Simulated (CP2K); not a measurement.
TiSi2: single point with PBEsol

TiSi2:

```xyz
6
Lattice="6.9859 0.0000 0.0000 -6.0940 3.4157 0.0000 0.0000 0.0000 3.5652" Properties=species:S:1:pos:R:3 pbc="T T T"
Ti   -4.7877    3.0760    0.9303
Ti    5.5991    0.3596    2.7320
Si    3.7498    0.8593    0.8933
Si   -2.8677    2.5353    2.6512
Si   -0.2796    1.8987    0.9085
Si    1.2023    1.4795    2.6706
```

The cell comes from a database or a generator and needn't be the stable form of this composition.

The cell isn't the ideal one: atoms moved at random, drawn with an rms of 0.05 Å.

- Program: CP2K 2026.2
- Task: single point
- Functional: PBEsol
- Potentials or basis: POTENTIAL_UZH Ti GTH-PBE-q12, Si GTH-PBE-q4; TZVP-MOLOPT-PBE-GTH basis
- Density cutoff: 6123 eV
- k mesh: 8 × 8 × 8
- Occupations: fermi-dirac, width 0.05 eV
- Spin: no spin polarisation

- Pressure: -0.6 GPa
- Largest force: 0.757 eV/Å
- Band gap on the k mesh: none (metal or under the smearing width)
- Mulliken charges: Ti +0.17, +0.16; Si +0.00, -0.00, -0.19, -0.14 e
- Hirshfeld charges: Ti +0.01, +0.02; Si +0.00, -0.02 e

Forces on the atoms (eV/Å):
```
Ti   0.338 -0.364 -0.495
Ti   0.374 -0.174 -0.580
Si  -0.506 -0.174  0.066
Si   0.091  0.370  0.344
Si  -0.723  0.162  0.157
Si   0.434  0.178  0.517
```

Stress tensor (GPa, compression positive):
```
-1.35 -0.25  0.08
-0.25 -1.13  0.14
 0.08  0.14  0.80
```

Levels at points of the mesh, in eV from the Fermi level:
```tsv
k point	band 17	band 18	band 19	band 20	band 21	band 22	band 23	band 24
(0.00, 0.00, 0.00)	-2.19	-2.13	-2.10	0.44	0.63	0.84	0.86	1.40
(0.00, 0.00, 0.50)	-1.75	-1.65	-0.10	0.11	0.87	0.90	1.29	1.57
(0.00, 0.50, 0.00)	-1.57	-1.56	-0.84	-0.70	-0.51	1.09	1.54	1.67
(0.00, 0.50, 0.50)	-3.27	-3.20	-2.44	-2.40	1.73	1.80	1.87	1.88
(0.50, 0.00, 0.00)	-1.74	-1.48	-0.70	-0.62	-0.42	1.11	1.41	1.66
(0.50, 0.00, 0.50)	-3.27	-3.20	-2.48	-2.43	1.70	1.79	1.87	1.88
(0.50, 0.50, 0.00)	-2.55	-1.99	-1.20	0.36	0.67	0.71	0.94	1.11
(0.50, 0.50, 0.50)	-2.12	-1.99	-0.92	-0.83	0.45	0.46	1.66	1.68
```

Run time: 2.6 min on 3 MPI ranks on Arm Neoverse V1 (shared host).

Caveat: Mulliken charges move with the basis; the potentials were made for another functional, which shifts forces and pressure; the basis of atomic orbitals isn't converged, which shifts pressures, moduli and gaps.
